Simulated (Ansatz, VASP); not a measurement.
This is a calculation of CdF2 for Ansatz 0.2.0.

Contents of input.yaml:

```yaml
crystal:
  lattice:
    - [0.0, 2.694, 2.694]
    - [2.694, 0.0, 2.694]
    - [2.694, 2.694, 0.0]
  atoms:
    - { symbol: Cd, position: [0.0, 0.0, 0.0] }
    - { symbol: F, position: [0.75, 0.75, 0.75] }
    - { symbol: F, position: [0.25, 0.25, 0.25] }
hamiltonian:
  xc: pbe
  pseudopotentials: { kind: paw }
kpoints:
  mp_grid: { grid: [9, 9, 9] }
scf:
  occupations: { method: gaussian, width: 0.018 }
output:
  forces: true
  stress: true
  eigenvalues: true
```

Potentials or basis: Ansatz PAW.

Launch:

```console
$ ansatz run input.yaml --threads 2 --pin off --max-ram 5632MiB --backend cpu --events-out ev --progress --plain --runs-dir out
```

**Question.** Set up the same calculation for VASP 6.6.1. Potentials there: VASP PAW PBE potentials, release 64 (Cd, F).

**Answer.** As run (the cutoff follows the program's own potentials):

Contents of INCAR:

```
SYSTEM = CdF2
  PREC = Accurate
  ENCUT = 520
  EDIFF = 1E-7
  ISMEAR = 0
  SIGMA = 0.018000000000000002
  LREAL = .False.
  LASPH = .True.
  NELM = 60
  ALGO = Normal
  ISIF = 2
  LWAVE = .False.
  LCHARG = .False.
  GGA = PE
  NBANDS = 20
```

Contents of KPOINTS:

```
regular mesh
0
Gamma
  9 9 9
  0 0 0
```

File POSCAR:

```
CdF2
1.0
    0.0000000000      2.6940000000      2.6940000000
    2.6940000000      0.0000000000      2.6940000000
    2.6940000000      2.6940000000      0.0000000000
Cd F
1 2
Direct
    0.0000000000      0.0000000000      0.0000000000
    0.7500000000      0.7500000000      0.7500000000
    0.2500000000      0.2500000000      0.2500000000
```

Potentials or basis: VASP PAW PBE potentials, release 64 (Cd, F).

The run is started by

```console
$ cat potpaw_PBE.64/Cd/POTCAR potpaw_PBE.64/F/POTCAR > POTCAR
$ mpirun -np 1 vasp_std > vasp.out
```

Both were run:

|  | VASP | Ansatz | Ansatz less VASP |
| --- | --- | --- | --- |
| gap on the k mesh at the Fermi level (eV) | 3.10 | 3.13 | +0.033 |
| least direct gap on the mesh (eV) | 3.57 | 3.60 | +0.031 |
| pressure (GPa) | 6.2 | 5.5 | -0.73 |

With one functional, cell and mesh, what is left measures potentials, basis and numerics. The two sets of potentials don't hold the same shells in valence.

Caveats: an odd mesh through Γ misses points on the zone boundary, where band edges often lie (VASP); odd divisions of the mesh miss points on the zone boundary, where band edges often lie, so the gap on the mesh can be too wide (Ansatz); the pressure holds a Pulay correction of +0.7 GPa for the finite cutoff (Ansatz). Expect the measured gap to be larger: semilocal functionals such as PBE lack the derivative discontinuity.
